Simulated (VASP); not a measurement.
# LiCl (Fm-3m) in VASP: notebook

Aim: see how the results for LiCl move with the level of theory and the settings. Levels: PBE+D3(BJ), PBEsol, RPBE. Tasks: relaxation of cell and atoms, single point.

All numbers are computed with VASP 6.6.1; they aren't measurements. Logs are shortened: lines on timing, memory, paths and dates and some standing lists are left out, and cuts for length are marked.

**1. Starting point**

The structure is cubic, space group Fm-3m (No. 225). The conventional cell has a = 5.084 Å, b = 5.084 Å, c = 5.084 Å, α = 90.00°, β = 90.00°, γ = 90.00°. Li (site symmetry m-3m) has 6 Cl at 2.54 Å as nearest neighbours. Cl (site symmetry m-3m) has 6 Li at 2.54 Å as nearest neighbours.

The cell is a database's computed one.

**2. Relaxation of cell and atoms, PBE+D3(BJ)**

File INCAR:

```
PREC     = Accurate       # precision mode
ENCUT    = 600            # plane-wave cutoff, eV
EDIFF    = 1E-7           # SCF threshold, eV
ISMEAR   = 0              # smearing method
SIGMA    = 0.02           # smearing width, eV
LREAL    = F              # projectors in reciprocal space
LASPH    = T              # aspherical terms in the spheres
NELM     = 60             # most SCF steps
ALGO     = Fast           # electronic algorithm
ISIF     = 3              # what is computed and relaxed
LWAVE    = F              # write WAVECAR
LCHARG   = F              # write CHGCAR
GGA      = PE             # functional
IVDW     = 12             # dispersion correction
IBRION   = 2              # ionic algorithm
NSW      = 90             # ionic steps
EDIFFG   = -0.005         # ionic threshold
```

File KPOINTS:

```
regular mesh
0
Gamma
  8 8 8
```

File POSCAR:

```
LiCl
1.0
    0.0000000000      2.5421223400      2.5421223400
    2.5421223400      0.0000000000      2.5421223400
    2.5421223400      2.5421223400      0.0000000000
Li Cl
1 1
Direct
    0.0000000000      0.0000000000      0.0000000000
    0.5000000000      0.5000000000      0.5000000000
```

Potentials or basis: VASP PAW PBE potentials, release 64 (Li_sv, Cl).

Started as:

```sh
$ cat potpaw_PBE.64/Li_sv/POTCAR potpaw_PBE.64/Cl/POTCAR > POTCAR
$ mpirun -np 1 vasp_std > vasp.out
```

OUTCAR:

```text
PREC = Accurate
   ENCUT = 600
   EDIFF = 1E-7
   ISMEAR = 0
   LREAL = F
   LASPH = T
   NELM = 60
   ISIF = 3
   GGA = PE
   IVDW = 12
   IBRION = 2
   NSW = 90
   EDIFFG = -0.005
 IVDW          = 12

 ion  position               nearest neighbor table
   1  0.000  0.000  0.000-   2 2.54   2 2.54   2 2.54   2 2.54   2 2.54   2 2.54
   2  0.500  0.500  0.500-   1 2.54   1 2.54   1 2.54   1 2.54   1 2.54   1 2.54

  LATTYP: Found a face centered cubic cell.
 ALAT       =     5.0842446800

  Lattice vectors:

 A1 = (   0.0000000000,   2.5421223400,   2.5421223400)
 A2 = (   2.5421223400,   0.0000000000,   2.5421223400)
 A3 = (   2.5421223400,   2.5421223400,   0.0000000000)

Analysis of symmetry for initial positions (statically):
=====================================================================
 Subroutine PRICEL returns:
 Original cell was already a primitive cell.

 Routine SETGRP: Setting up the symmetry group for a
 face centered cubic supercell.

 Subroutine GETGRP returns: Found 48 space group operations
 (whereof 48 operations were pure point group operations)
 out of a pool of 48 trial point group operations.

The static configuration has the point symmetry O_h .

Analysis of symmetry for dynamics (positions and initial velocities):
=====================================================================
 Subroutine PRICEL returns:
 Original cell was already a primitive cell.

 Routine SETGRP: Setting up the symmetry group for a
 face centered cubic supercell.

 Subroutine GETGRP returns: Found 48 space group operations
 (whereof 48 operations were pure point group operations)
 out of a pool of 48 trial point group operations.

The dynamic configuration has the point symmetry O_h .

 Subroutine INISYM returns: Found 48 space group operations
 (whereof 48 operations are pure point group operations),
 and found     1 'primitive' translations

----------------------------------------------------------------------------------------

                                     Primitive cell

  volume of cell :      32.8564

  direct lattice vectors                    reciprocal lattice vectors
     0.000000000  2.542122340  2.542122340    -0.196686049  0.196686049  0.196686049
     2.542122340  0.000000000  2.542122340     0.196686049 -0.196686049  0.196686049
     2.542122340  2.542122340  0.000000000     0.196686049  0.196686049 -0.196686049

  length of vectors
     3.595103890  3.595103890  3.595103890     0.340670231  0.340670231  0.340670231

  position of ions in fractional coordinates (direct lattice)
     0.000000000  0.000000000  0.000000000
     0.500000000  0.500000000  0.500000000

  ion indices of the primitive-cell ions
   primitive index   ion index
                 1           1
                 2           2

----------------------------------------------------------------------------------------

 KPOINTS: regular mesh

Automatic generation of k-mesh.
 Grid dimensions read from file:
 generate k-points for:    8    8    8

 Generating k-lattice:

  Cartesian coordinates                     Fractional coordinates (reciprocal lattice)
    -0.024585756  0.024585756  0.024585756     0.125000000  0.000000000  0.000000000
     0.024585756 -0.024585756  0.024585756     0.000000000  0.125000000  0.000000000
     0.024585756  0.024585756 -0.024585756     0.000000000  0.000000000  0.125000000

  Length of vectors
     0.042583779  0.042583779  0.042583779

  Shift w.r.t. Gamma in fractional coordinates (k-lattice)
     0.000000000  0.000000000  0.000000000

 Subroutine IBZKPT returns following result:
 ===========================================

 Found     29 irreducible k-points:

 Following reciprocal coordinates:
            Coordinates               Weight
  0.000000  0.000000  0.000000      1.000000
  0.125000  0.000000  0.000000      8.000000
  0.250000  0.000000  0.000000      8.000000
  0.375000  0.000000  0.000000      8.000000
  0.500000  0.000000  0.000000      4.000000
  0.125000  0.125000  0.000000      6.000000
[... 16 lines left out ...]
  0.500000  0.250000  0.125000     48.000000
 -0.375000  0.250000  0.125000     24.000000
 [... further k-points ...]
   k-points           NKPTS =     29   k-points in BZ     NKDIM =     29   number of bands    NBANDS=      9
   number of dos      NEDOS =    301   number of ions     NIONS =      2
   total plane-waves  NPLWV =  27000
   dimension x,y,z NGX =    30 NGY =   30 NGZ =   30
   dimension x,y,z NGXF=    60 NGYF=   60 NGZF=   60
   ions per type =               1   1
   NGX,Y,Z   is equivalent  to a cutoff of  13.87, 13.87, 13.87 a.u.
   NGXF,Y,Z  is equivalent  to a cutoff of  27.75, 27.75, 27.75 a.u.
 SYSTEM =  unknown system
   PREC   = accura    normal or accurate (medium, high low for compatibility)
   ISTART =      0    job   : 0-new  1-cont  2-samecut
   ICHARG =      2    charge: 1-file 2-atom 10-const
   ISPIN  =      1    spin polarized calculation?
   LNONCOLLINEAR =      F non collinear calculations
   LSORBIT =      F    spin-orbit coupling
   LASPH  =      T    aspherical Exc in radial PAW
   ENCUT  =  600.0 eV  44.10 Ry    6.64 a.u.   7.18  7.18  7.18*2*pi/ulx,y,z
   NELM   =     60;   NELMIN=  2; NELMDL= -5     # of ELM steps
   EDIFF  = 0.1E-06   stopping-criterion for ELM
   LREAL  =      F    real-space projection
   EDIFFG = -.5E-02   stopping-criterion for IOM
   NSW    =     90    number of steps for IOM
   IBRION =      2    ionic relax: 0-MD 1-quasi-New 2-CG
   NFREE  =      1    steps in history (QN), initial steepest desc. (CG)
   ISIF   =      3    stress and relaxation
   ISYM   =      2    0-nonsym 1-usesym 2-fastsym
   POTIM  = 0.5000    time-step for ionic-motion
   TEBEG  =    0.0;   TEEND  =   0.0 temperature during run
   PSTRESS=    0.0 pullay stress
   NELECT =      10.0000    total number of electrons
   NUPDOWN=      -1.0000    fix difference up-down
   EMIN   =  10.00;   EMAX   =-10.00  energy-range for DOS
   EFERMI =   0.00;   METHOD = LEGACY
   ISMEAR =     0;   SIGMA  =   0.02  broadening in eV -4-tet -1-fermi 0-gaus
   EFERMI_NEDOS =   21; number of points for ismear=-14 and -15
   IALGO  =     68    algorithm
   IMIX   =      4    mixing-type and parameters
     AMIX     =   0.40;   BMIX     =  1.00
     AMIX_MAG =   1.60;   BMIX_MAG =  1.00
  volume/ion in A,a.u.               =      16.43       110.86
  Fermi-wavevector in a.u.,A,eV,Ry     =   1.101206  2.080977 16.499154  1.212654
  Thomas-Fermi vector in A             =   2.237629
   LORBIT       =      0    0 simple, 1 ext, 2 COOP (PROOUT), +10 PAW based schemes
   GGA     = PE    functional components
   LHFCALC =     F    Hartree Fock is set to
   AEXX    =    0.0000 exact exchange contribution
   IVDW    =    12    specifies the selected vdW correction
   LEPSILON=     F    determine dielectric tensor
   LRPA    =     F    only Hartree local field effects (RPA)
 conjugate gradient relaxation of ions
 non-spin polarized calculation
 RMM-DIIS sequential band-by-band and
 Gauss-broadening in eV      SIGMA  =   0.02
  energy-cutoff  :      600.00
  volume of cell :       32.86
 maximum number of plane-waves:      1108
 NGX is ok and might be reduce to    30
   NGX = 15   NGY = 15   NGZ = 15

--------------------------------------- Ionic step        1  -------------------------------------------

 number of electron      10.0000000 magnetization

 number of electron       9.9999997 magnetization

 Free energy of the ion-electron system (eV)
  ---------------------------------------------------
  ext. energy  EPLUGINS =         0.00000000
  ---------------------------------------------------
  free energy    TOTEN  =        -7.38083654 eV

  energy without entropy =       -7.38083654  energy(sigma->0) =       -7.38083654

------------------------ aborting loop because EDIFF is reached ----------------------------------------

 Edisp (eV)   -0.46302

 E8    (eV) :    -0.1746

  FORCE on cell =-STRESS in cart. coord.  units (eV):
  Direction    XX          YY          ZZ          XY          YZ          ZX
  --------------------------------------------------------------------------------------
  -------------------------------------------------------------------------------------
  Total      -0.22642    -0.22642    -0.22642    -0.00000     0.00000    -0.00000
  in kB     -11.04114   -11.04114   -11.04114    -0.00000     0.00000    -0.00000
  external pressure =      -11.04 kB  Pullay stress =        0.00 kB
[... 61 lines left out ...]
  energy  without entropy=       -7.8466368464  energy(sigma->0) =       -7.84663685

--------------------------------------- Ionic step        3  -------------------------------------------

 number of electron       9.9999994 magnetization

 Free energy of the ion-electron system (eV)
  ---------------------------------------------------
  ext. energy  EPLUGINS =         0.00000000
  ---------------------------------------------------
  free energy    TOTEN  =        -7.36968171 eV

  energy without entropy =       -7.36968171  energy(sigma->0) =       -7.36968171

 E-fermi :   1.1041     XC(G=0):  -8.9796

 val. band max:        1.0226226267   @ k =   0.0000   0.0000   0.0000
 cond. band min:       7.7053501757   @ k =   0.0000   0.0000   0.0000
 fundamental gap:      6.6827275489
 Fermi energy:         1.1040835420

 k-point     1 :       0.0000    0.0000    0.0000
  band No.  band energies     occupation
      1     -42.4039      2.00000
      2     -12.5835      2.00000
      3       1.0226      2.00000
      4       1.0226      2.00000
      5       1.0226      2.00000
      6       7.7054      0.00000
      7      13.0045      0.00000
      8      13.0045      0.00000
      9      13.0045      0.00000
[... 265 lines left out ...]
 k-point    24 :      -0.3750    0.2500    0.1250
  band No.  band energies     occupation
      1     -42.3999      2.00000
      2     -11.8010      2.00000
      3      -1.7450      2.00000
      4      -0.4135      2.00000
      5       0.3849      2.00000
      6       9.3583      0.00000
      7      10.4368      0.00000
      8      11.7032      0.00000
      9      13.1575      0.00000

 [... further k-points ...]

------------------------ aborting loop because EDIFF is reached ----------------------------------------

 Edisp (eV)   -0.47780

 E8    (eV) :    -0.1801

  FORCE on cell =-STRESS in cart. coord.  units (eV):
  Direction    XX          YY          ZZ          XY          YZ          ZX
  --------------------------------------------------------------------------------------
  -------------------------------------------------------------------------------------
  Total      -0.00636    -0.00636    -0.00636    -0.00000     0.00000     0.00000
  in kB      -0.31966    -0.31966    -0.31966    -0.00000     0.00000     0.00000
  external pressure =       -0.32 kB  Pullay stress =        0.00 kB
[... 17 lines left out ...]
  FREE ENERGIE OF THE ION-ELECTRON SYSTEM (eV)
  ---------------------------------------------------
  free  energy   TOTEN  =        -7.8474814751 eV

  energy  without entropy=       -7.8474814750  energy(sigma->0) =       -7.84748148

 reached required accuracy - stopping structural energy minimisation
```

Wall time 25 s (1 thread of AMD EPYC 9R45 (Zen 5), shared host); peak memory 0.14 GiB.

Results:

```yaml
Free_energy: -7.8475 eV
Relaxed_volume: 15.94 Å³/atom
Relaxed_cell: a = 3.559 Å, b = 3.559 Å, c = 3.559 Å, α = 60.00°, β = 60.00°, γ = 60.00°
Space_group_after_relaxing_to_0.05_Å: Fm-3m (No. 225)
Energy_gained_by_relaxing: 1.8 meV/atom
Ionic_steps: 3
Pressure_after_relaxing: 0.0 GPa
Band_gap_on_the_k_mesh: 6.68 eV, direct
Dispersion_energy_per_atom: -0.239 eV
```

Step by step:
```tsv
step	energy change (eV)	largest force (eV/Å)	pressure (GPa)	volume (Å³)
1	0.0000	0.0000	-1.10	32.86
2	-0.0028	0.0000	-0.55	32.32
3	-0.0036	0.0000	-0.03	31.87
```

Final structure:
```yaml
crystal:
  lattice:
    - [0.00000, 2.51645, 2.51645]
    - [2.51645, 0.00000, 2.51645]
    - [2.51645, 2.51645, 0.00000]
  atoms:
    - { symbol: Li, position: [0.00000, 0.00000, 0.00000] }
    - { symbol: Cl, position: [0.50000, 0.50000, 0.50000] }
```

Levels at points of the mesh, in eV from the valence-band top:
| k point | band 3 | band 4 | band 5 | band 6 | band 7 | band 8 |
| --- | --- | --- | --- | --- | --- | --- |
| (0.00, 0.00, 0.00) | 0.00 | 0.00 | 0.00 | 6.68 | 11.98 | 11.98 |
| (0.50, 0.00, 0.00) | -3.05 | -0.28 | -0.28 | 6.82 | 9.52 | 9.52 |
| (0.50, 0.50, 0.00) | -3.16 | -1.21 | -1.21 | 8.01 | 8.20 | 12.94 |

Caveat: the cutoff is under 1.25 times the usual one of these potentials, so pressure, stress and relaxed cells hold a basis-set (Pulay) error. A k mesh can miss the band edges.

**3. Relaxation of cell and atoms, PBEsol**

INCAR, as its differences from that of step 2:

```diff
@@ -1,3 +1,3 @@
 PREC     = Accurate       # precision mode
-ENCUT    = 600            # plane-wave cutoff, eV
+ENCUT    = 300            # plane-wave cutoff, eV
 EDIFF    = 1E-7           # SCF threshold, eV
@@ -12,4 +12,3 @@
 LCHARG   = F              # write CHGCAR
-GGA      = PE             # functional
-IVDW     = 12             # dispersion correction
+GGA      = PS             # functional
 IBRION   = 2              # ionic algorithm
```

KPOINTS is that of step 2.

POSCAR is that of step 2.

Potentials or basis: VASP PAW PBE potentials, release 64 (Li_sv, Cl).

Started as:

```sh
$ cat potpaw_PBE.64/Li_sv/POTCAR potpaw_PBE.64/Cl/POTCAR > POTCAR
$ mpirun -np 1 vasp_std > vasp.out
```

Wall time 11 s (1 thread of AMD EPYC 9R45 (Zen 5), shared host); peak memory 0.09 GiB.

The run converged, but a check on its numbers failed (symmetry, net force, bounds or a known fault of this set-up), so they aren't taken as properties of the crystal.

Caveat: the cutoff lies under the usual one of these potentials, so the numbers hold a large basis-set error; the PAW data sets were made with another functional, which shifts forces and pressure a little.

**4. Relaxation of cell and atoms, PBEsol**

INCAR, as its differences from that of step 3:

```diff
@@ -1,3 +1,3 @@
 PREC     = Accurate       # precision mode
-ENCUT    = 300            # plane-wave cutoff, eV
+ENCUT    = 600            # plane-wave cutoff, eV
 EDIFF    = 1E-7           # SCF threshold, eV
```

File KPOINTS:

```
regular mesh
0
Gamma
  4 4 4
```

POSCAR is that of step 3.

Started as:

```sh
$ cat potpaw_PBE.64/Li_sv/POTCAR potpaw_PBE.64/Cl/POTCAR > POTCAR
$ mpirun -np 1 vasp_std > vasp.out
```

Wall time 8.9 s (1 thread of AMD EPYC 9R45 (Zen 5), shared host); peak memory 0.13 GiB.

The run converged. Its results:

| Property | Result |
| --- | --- |
| Free energy | -7.6313 eV |
| Relaxed volume | 16.26 Å³/atom |
| Relaxed cell | a = 3.583 Å, b = 3.583 Å, c = 3.583 Å, α = 60.00°, β = 60.00°, γ = 60.00° |
| Space group after relaxing (to 0.05 Å) | Fm-3m (No. 225) |
| Energy gained by relaxing | 0.2 meV/atom |
| Ionic steps | 3 |
| Pressure after relaxing | 0.0 GPa |
| Band gap on the k mesh | 6.35 eV, direct |

Step by step:
```csv
step,energy change (eV),largest force (eV/Å),pressure (GPa),volume (Å³)
1,0.0000,0.0000,-0.33,32.86
2,-0.0003,0.0000,-0.17,32.69
3,-0.0003,0.0000,0.00,32.52
```

Final structure:
```
Li Cl
1.0
     0.00000    2.53341    2.53341
     2.53341    0.00000    2.53341
     2.53341    2.53341    0.00000
Li Cl
1 1
Direct
  0.00000 0.00000 0.00000
  0.50000 0.50000 0.50000
```

Levels at points of the mesh, in eV from the valence-band top:
```tsv
k point	band 1	band 2	band 3	band 4	band 5	band 6	band 7	band 8	band 9
(0.00, 0.00, 0.00)	-42.77	-13.53	0.00	0.00	0.00	6.35	11.84	11.84	11.84
(0.50, 0.00, 0.00)	-42.76	-12.89	-3.03	-0.28	-0.28	6.59	9.40	9.40	13.20
(0.50, 0.50, 0.00)	-42.76	-12.62	-3.14	-1.20	-1.20	7.84	8.03	12.59	14.27
```

Caveat: the k mesh is coarse (spacing up to 0.54 Å⁻¹), so the values aren't converged; the cutoff is under 1.25 times the usual one of these potentials, so pressure, stress and relaxed cells hold a basis-set (Pulay) error; the PAW data sets were made with another functional, which shifts forces and pressure a little.

**5. Single point, PBEsol**

File INCAR:

```
  PREC = Accurate
  ENCUT = 520
  EDIFF = 1E-6
  ISMEAR = 0
  SIGMA = 0.02
  LREAL = F
  LASPH = T
  NELM = 60
  ALGO = Fast
  ISIF = 2
  LWAVE = F
  LCHARG = T
  GGA = PS
  LELF = T
  LVHAR = T
```

File KPOINTS:

```
regular mesh
0
Gamma
  8 8 8
```

POSCAR is that of step 4.

Started as:

```sh
$ cat potpaw_PBE.64/Li_sv/POTCAR potpaw_PBE.64/Cl/POTCAR > POTCAR
$ mpirun -np 1 vasp_std > vasp.out
```

It took 7 s on 1 thread of AMD EPYC 9R45 (Zen 5), shared host; peak memory 0.11 GiB.

It converged, with:

```
Free energy            : -7.6388 eV
Band gap on the k mesh : 6.29 eV, direct
```

Levels at points of the mesh, in eV from the valence-band top:
| k point | band 1 | band 2 | band 3 | band 4 | band 5 | band 6 | band 7 | band 8 | band 9 |
| --- | --- | --- | --- | --- | --- | --- | --- | --- | --- |
| (0.00, 0.00, 0.00) | -42.78 | -13.49 | 0.00 | 0.00 | 0.00 | 6.29 | 11.83 | 11.83 | 11.83 |
| (0.50, 0.00, 0.00) | -42.77 | -12.87 | -2.98 | -0.27 | -0.27 | 6.59 | 9.40 | 9.40 | 13.10 |
| (0.50, 0.50, 0.00) | -42.77 | -12.60 | -3.08 | -1.18 | -1.18 | 7.83 | 8.05 | 12.50 | 14.19 |

Caveat: the cutoff is under 1.25 times the usual one of these potentials, so pressure, stress and relaxed cells hold a basis-set (Pulay) error; the PAW data sets were made with another functional, which shifts forces and pressure a little. PBEsol gaps usually lie below the measured ones, often by a third to a half.

(Part 1 of 2 ends here.)
